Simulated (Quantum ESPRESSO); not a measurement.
# HfN (F-43m) in Quantum ESPRESSO: single point with PBEsol

Aim: the single point of HfN with PBEsol.

Program: Quantum ESPRESSO 7.5. These are calculated values, not measurements. Logs are shortened: lines on timing, memory, paths and dates and some standing lists are left out, and cuts for length are marked.

**1. The crystal as given**

It takes space group F-43m (No. 216, cubic). The conventional cell has a = 4.910 Å, b = 4.910 Å, c = 4.910 Å, α = 90.00°, β = 90.00°, γ = 90.00°. Around Hf (site symmetry -43m) lie 4 N at 2.13 Å. N (site symmetry -43m) has 4 Hf at 2.13 Å as nearest neighbours.

The cell comes from a database or a generator and needn't be the stable form of this composition.

**2. Single point, PBEsol**

run.py reads:

```python
import numpy as np
from ase.calculators.espresso import Espresso, EspressoProfile
from ase.io import read

atoms = read('POSCAR')

input_data = {
    'control': {'calculation': 'scf', 'prefix': 'pwscf', 'outdir': './tmp', 'tprnfor': True, 'tstress': True, 'disk_io': 'nowf'},
    'system': {'ecutwfc': 45.0, 'ecutrho': 360.0, 'nbnd': 15, 'occupations': 'smearing', 'smearing': 'fd', 'degauss': 0.00367493},
    'electrons': {'conv_thr': 4e-10, 'electron_maxstep': 120, 'mixing_beta': 0.5},
}
pseudopotentials = {'N': 'n_pbesol_v1.2.uspp.F.UPF', 'Hf': 'hf_pbesol_v1.uspp.F.UPF'}
profile = EspressoProfile(command='mpirun -n 2 pw.x -nk 2', pseudo_dir='pseudo')
dft = Espresso(profile=profile, input_data=input_data, pseudopotentials=pseudopotentials, kpts=(9, 9, 9), koffset=(0, 0, 0))
atoms.calc = dft

print(f'energy {atoms.get_potential_energy():.8f} eV')
print('forces (eV/A)')
print(np.round(atoms.get_forces(), 6))
print('stress (eV/A^3, Voigt)')
print(np.round(atoms.get_stress(), 8))
print(f'Fermi level {dft.get_fermi_level():.4f} eV')
```

POSCAR reads:

```
HfN
1.0
    0.0000000000      2.4548220000      2.4548220000
    2.4548220000      0.0000000000      2.4548220000
    2.4548220000      2.4548220000      0.0000000000
Hf N
1 1
Direct
    0.0000000000      0.0000000000      0.0000000000
    0.2500000000      0.2500000000      0.2500000000
```

Potentials or basis: GBRV 1.5 PBEsol.

Command:

```bash
$ OMP_NUM_THREADS=1 python run.py
```

Log:

```text
energy -2433.46864153 eV
forces (eV/A)
[[-0. -0.  0.]
 [ 0. -0. -0.]]
stress (eV/A^3, Voigt)
[ 0.03213827  0.03213827  0.03213827 -0.         -0.         -0.        ]
Fermi level 13.7703 eV
```

espresso.pwi:

```text
&CONTROL
   calculation      = 'scf'
   tstress          = .true.
   tprnfor          = .true.
   outdir           = './tmp'
   prefix           = 'pwscf'
   disk_io          = 'nowf'
   pseudo_dir       = 'pseudo'
/
&SYSTEM
   nbnd             = 15
   ecutwfc          = 45.0
   ecutrho          = 360.0
   occupations      = 'smearing'
   degauss          = 0.00367493
   smearing         = 'fd'
   ntyp             = 2
   nat              = 2
   ibrav            = 0
/
&ELECTRONS
   electron_maxstep = 120
   conv_thr         = 4e-10
   mixing_beta      = 0.5
/
&IONS
/
&CELL
/
&FCP
/
&RISM
/
ATOMIC_SPECIES
Hf 178.49 hf_pbesol_v1.uspp.F.UPF
N 14.007 n_pbesol_v1.2.uspp.F.UPF

K_POINTS automatic
9 9 9  0 0 0

CELL_PARAMETERS angstrom
0.00000000000000 2.45482200000000 2.45482200000000
2.45482200000000 0.00000000000000 2.45482200000000
2.45482200000000 2.45482200000000 0.00000000000000

ATOMIC_POSITIONS angstrom
Hf 0.0000000000 0.0000000000 0.0000000000  
N 1.2274110000 1.2274110000 1.2274110000
```

espresso.pwo:

```text
This program is part of the open-source Quantum ESPRESSO suite
     for quantum simulation of materials; please cite
         "P. Giannozzi et al., J. Phys.:Condens. Matter 21 395502 (2009);
         "P. Giannozzi et al., J. Phys.:Condens. Matter 29 465901 (2017);
         "P. Giannozzi et al., J. Chem. Phys. 152 154105 (2020);
     in publications or presentations arising from this work. More details at

Warning: card &CELL ignored
Warning: card &FCP ignored
Warning: card &RISM ignored

     Message from routine setup:
     using ibrav=0 with symmetry is DISCOURAGED, use correct ibrav instead

     K-points division:     npool     =       2
     Subspace diagonalization in iterative solution of the eigenvalue problem:
     a serial algorithm will be used

     G-vector sticks info
     --------------------
     sticks:   dense  smooth     PW     G-vecs:    dense   smooth      PW
     Sum        1069     535    163                23049     8099    1459

     Using Slab Decomposition

     bravais-lattice index     =            0
     lattice parameter (alat)  =       6.5605  a.u.
     unit-cell volume          =     199.6580 (a.u.)^3
     number of atoms/cell      =            2
     number of atomic types    =            2
     number of electrons       =        17.00
     number of Kohn-Sham states=           15
     kinetic-energy cutoff     =      45.0000  Ry
     charge density cutoff     =     360.0000  Ry
     scf convergence threshold =      4.0E-10
     mixing beta               =       0.5000
     number of iterations used =            8  plain     mixing
     Exchange-correlation= SLA  PW   PSX  PSC
                           (   1   4  10   8   0   0   0)

     celldm(1)=   6.560454  celldm(2)=   0.000000  celldm(3)=   0.000000
     celldm(4)=   0.000000  celldm(5)=   0.000000  celldm(6)=   0.000000

     crystal axes: (cart. coord. in units of alat)
               a(1) = (   0.000000   0.707107   0.707107 )
               a(2) = (   0.707107   0.000000   0.707107 )
               a(3) = (   0.707107   0.707107   0.000000 )

     reciprocal axes: (cart. coord. in units 2 pi/alat)
               b(1) = ( -0.707107  0.707107  0.707107 )
               b(2) = (  0.707107 -0.707107  0.707107 )
               b(3) = (  0.707107  0.707107 -0.707107 )

     PseudoPot. # 1 for Hf read from file:
     hf_pbesol_v1.uspp.F.UPF
     Pseudo is Ultrasoft + core correction, Zval = 12.0
     Generated by new atomic code, or converted to UPF format
     Using radial grid of  921 points,  8 beta functions with:
                l(1) =   0
                l(2) =   0
                l(3) =   0
                l(4) =   1
                l(5) =   1
                l(6) =   2
                l(7) =   2
                l(8) =   3
     Q(r) pseudized with  6 coefficients,  rinner =    1.200   1.200   1.200
                                                       1.200   1.200   1.200
                                                       1.200

     PseudoPot. # 2 for N  read from file:
     n_pbesol_v1.2.uspp.F.UPF
     Pseudo is Ultrasoft + core correction, Zval =  5.0
     Generated by new atomic code, or converted to UPF format
     Using radial grid of  729 points,  4 beta functions with:
                l(1) =   0
                l(2) =   0
                l(3) =   1
                l(4) =   1
     Q(r) pseudized with  8 coefficients,  rinner =    0.900   0.900   0.900

     atomic species   valence    mass     pseudopotential
     Hf               12.00   178.49000     Hf( 1.00)
     N                 5.00    14.00700     N ( 1.00)

     24 Sym. Ops. (no inversion) found

   Cartesian axes

     site n.     atom                  positions (alat units)
         1        Hf     tau(   1) = (   0.0000000   0.0000000   0.0000000  )
         2        N      tau(   2) = (   0.3535534   0.3535534   0.3535534  )

     number of k points=    35  Fermi-Dirac smearing, width (Ry)=  0.0037
                       cart. coord. in units 2pi/alat
        k(    1) = (   0.0000000   0.0000000   0.0000000), wk =   0.0027435
        k(    2) = (   0.0785674   0.0785674  -0.0785674), wk =   0.0219479
        k(    3) = (   0.1571348   0.1571348  -0.1571348), wk =   0.0219479
        k(    4) = (   0.2357023   0.2357023  -0.2357023), wk =   0.0219479
        k(    5) = (   0.3142697   0.3142697  -0.3142697), wk =   0.0219479
        k(    6) = (   0.1571348   0.0000000  -0.0000000), wk =   0.0164609
[... 27 lines left out ...]
        k(   34) = (  -0.0000000  -0.4714045   0.6285394), wk =   0.0658436
        k(   35) = (  -0.0785674  -0.3928371   0.7071068), wk =   0.0658436

     Dense  grid:    23049 G-vectors     FFT dimensions: (  40,  40,  40)

     Smooth grid:     8099 G-vectors     FFT dimensions: (  30,  30,  30)

     Check: negative core charge=   -0.000002

     Initial potential from superposition of free atoms

     starting charge      15.0000, renormalised to      17.0000

     negative rho (up, down):  1.197E-01 0.000E+00
     Starting wfcs are   17 randomized atomic wfcs

     Self-consistent Calculation

     iteration #  1     ecut=    45.00 Ry     beta= 0.50
     Davidson diagonalization with overlap
     ethr =  1.00E-02,  avg # of iterations =  2.9

     negative rho (up, down):  1.107E-01 0.000E+00

     total energy              =    -178.58740446 Ry
     estimated scf accuracy    <       1.62273538 Ry

     iteration #  2     ecut=    45.00 Ry     beta= 0.50
     Davidson diagonalization with overlap
     ethr =  9.55E-03,  avg # of iterations =  2.0

     negative rho (up, down):  1.104E-01 0.000E+00

     total energy              =    -178.77540656 Ry
     estimated scf accuracy    <       0.39335342 Ry

     iteration #  3     ecut=    45.00 Ry     beta= 0.50
     Davidson diagonalization with overlap
     ethr =  2.31E-03,  avg # of iterations =  2.0

     negative rho (up, down):  1.112E-01 0.000E+00

     total energy              =    -178.84667040 Ry
     estimated scf accuracy    <       0.05058445 Ry

     iteration #  4     ecut=    45.00 Ry     beta= 0.50
     Davidson diagonalization with overlap
     ethr =  2.98E-04,  avg # of iterations =  2.0
[... 37 lines left out ...]
     negative rho (up, down):  1.123E-01 0.000E+00

     total energy              =    -178.85666186 Ry
     estimated scf accuracy    <       0.00000005 Ry

     iteration #  9     ecut=    45.00 Ry     beta= 0.50
     Davidson diagonalization with overlap
     ethr =  2.91E-10,  avg # of iterations =  2.0

     negative rho (up, down):  1.123E-01 0.000E+00

     total energy              =    -178.85666187 Ry
     estimated scf accuracy    <          2.9E-09 Ry

     iteration # 10     ecut=    45.00 Ry     beta= 0.50
     Davidson diagonalization with overlap
     ethr =  1.68E-11,  avg # of iterations =  2.0

     negative rho (up, down):  1.123E-01 0.000E+00

     End of self-consistent calculation

          k = 0.0000 0.0000 0.0000 (   965 PWs)   bands (ev):

   -48.6405 -17.2187 -17.2187 -17.2187  -2.2993   8.3267   8.3267   8.3267
    13.0575  16.0085  16.0085  20.3738  20.3738  20.3738  27.0480

          k = 0.0786 0.0786-0.0786 (   995 PWs)   bands (ev):

   -48.6381 -17.2774 -17.2263 -17.2263  -2.1552   8.0694   8.4148   8.4148
    13.7002  15.8157  15.8157  20.0563  20.6459  20.6459  25.2437

          k = 0.1571 0.1571-0.1571 (  1001 PWs)   bands (ev):

   -48.6320 -17.4220 -17.2452 -17.2452  -1.8061   7.7361   8.6195   8.6195
    14.9684  15.6022  15.6022  19.4748  20.8297  20.8297  22.8438

          k = 0.2357 0.2357-0.2357 (  1008 PWs)   bands (ev):

   -48.6250 -17.5807 -17.2666 -17.2666  -1.4445   7.7531   8.8095   8.8095
    15.6410  15.8072  15.8072  18.7811  20.2126  20.2126  21.9140

          k = 0.3143 0.3143-0.3143 (  1026 PWs)   bands (ev):

   -48.6204 -17.6812 -17.2805 -17.2805  -1.2341   7.9979   8.9030   8.9030
    15.4104  16.3643  16.3643  18.0503  19.2444  19.2444  22.8833

          k = 0.1571 0.0000-0.0000 (  1002 PWs)   bands (ev):

   -48.6373 -17.2786 -17.2379 -17.2379  -2.1068   7.9127   8.4921   8.4921
    13.8979  15.3158  16.1818  20.4524  20.4524  20.5132  25.8036

          k = 0.2357 0.0786-0.0786 (  1008 PWs)   bands (ev):
[... 104 lines left out ...]
          k =-0.2357-0.3928 0.5500 (  1025 PWs)   bands (ev):

   -48.6175 -17.6417 -17.3789 -17.3084  -1.0582   8.1013   8.6620   9.3332
    14.0999  15.6138  16.6970  19.3480  19.7688  20.3199  23.3802

          k = 0.4714 0.1571-0.0000 (  1026 PWs)   bands (ev):

   -48.6190 -17.5878 -17.3689 -17.3288  -1.1138   7.2379   9.2443   9.5767
    13.3337  16.1217  17.1903  19.5026  19.8851  20.5336  24.1696

          k =-0.1571-0.4714 0.6285 (  1022 PWs)   bands (ev):

   -48.6155 -17.6198 -17.4217 -17.3451  -0.9436   7.6292   9.0607   9.8016
    13.1864  15.4820  17.1260  19.2825  20.0514  21.4472  24.0927

          k =-0.0786-0.3928 0.5500 (  1020 PWs)   bands (ev):

   -48.6147 -17.6109 -17.4602 -17.3394  -0.9060   8.1391   8.6638   9.7831
    13.0629  15.4808  16.7948  19.5339  20.0769  21.7879  23.9497

          k = 0.0000-0.3143 0.4714 (  1019 PWs)   bands (ev):

   -48.6170 -17.5936 -17.4366 -17.3150  -1.0169   8.0565   8.5846   9.5287
    13.7614  15.2413  16.8594  19.6525  20.3503  20.9101  23.4374

          k =-0.0786-0.5500 0.7071 (  1017 PWs)   bands (ev):

   -48.6137 -17.6536 -17.4057 -17.3749  -0.8604   7.1853   9.6633  10.1128
    12.6951  15.6192  17.4549  18.7604  19.5094  22.7337  25.2425

          k =-0.0000-0.4714 0.6285 (  1018 PWs)   bands (ev):

   -48.6131 -17.6266 -17.4561 -17.3688  -0.8321   7.6113   9.2750  10.1086
    12.5590  15.4492  17.1045  19.0204  19.9964  23.5148  24.2730

          k =-0.0786-0.3928 0.7071 (  1022 PWs)   bands (ev):

   -48.6134 -17.6044 -17.4682 -17.3726  -0.8417   8.0253   8.7275  10.1277
    12.6547  15.2090  17.2816  19.0258  20.2746  23.0046  24.4308

     the Fermi energy is    13.7703 ev

!    total energy              =    -178.85666187 Ry
     estimated scf accuracy    <          2.3E-11 Ry
     smearing contrib. (-TS)   =      -0.00042418 Ry
     internal energy E=F+TS    =    -178.85623769 Ry

     The total energy is F=E-TS. E is the sum of the following terms:
     one-electron contribution =     -24.00391453 Ry
     hartree contribution      =      19.69070511 Ry
     xc contribution           =     -80.65587199 Ry
     ewald contribution        =     -93.88715627 Ry

     convergence has been achieved in  10 iterations

     negative rho (up, down):  1.123E-01 0.000E+00

     Forces acting on atoms (cartesian axes, Ry/au):

     atom    1 type  1   force =    -0.00000000   -0.00000000    0.00000000
     atom    2 type  2   force =     0.00000000   -0.00000000   -0.00000000

     Total force =     0.000000     Total SCF correction =     0.000000

     Computing stress (Cartesian axis) and pressure

     negative rho (up, down):  1.123E-01 0.000E+00
          total   stress  (Ry/bohr**3)                   (kbar)     P=      -51.49
  -0.00035003   0.00000000   0.00000000          -51.49        0.00        0.00
   0.00000000  -0.00035003   0.00000000            0.00      -51.49        0.00
   0.00000000   0.00000000  -0.00035003            0.00        0.00      -51.49

=------------------------------------------------------------------------------=
   JOB DONE.
=------------------------------------------------------------------------------=
```

Run time: 11 s. Hardware: 2 MPI ranks of Intel Xeon Platinum 8488C (Sapphire Rapids), shared host; peak memory 0.28 GiB.

Results:

```yaml
Free_energy: -2433.4689 eV
Pressure: -5.1 GPa
Band_gap_on_the_k_mesh: none (metal or under the smearing width)
```

Spin-orbit coupling is left out, which matters for the levels of Hf.

**3. For comparison**

An earlier run on the cell as given: functional PBEsol; potentials or basis GBRV 1.5 PBEsol; cutoff 612 eV; density cutoff 4898 eV; k mesh 9 × 9 × 9; occupations fermi-dirac, width 0.05 eV; no spin polarisation.

- Pressure: -5.1 GPa
- Band gap on the k mesh: none (metal or under the smearing width)
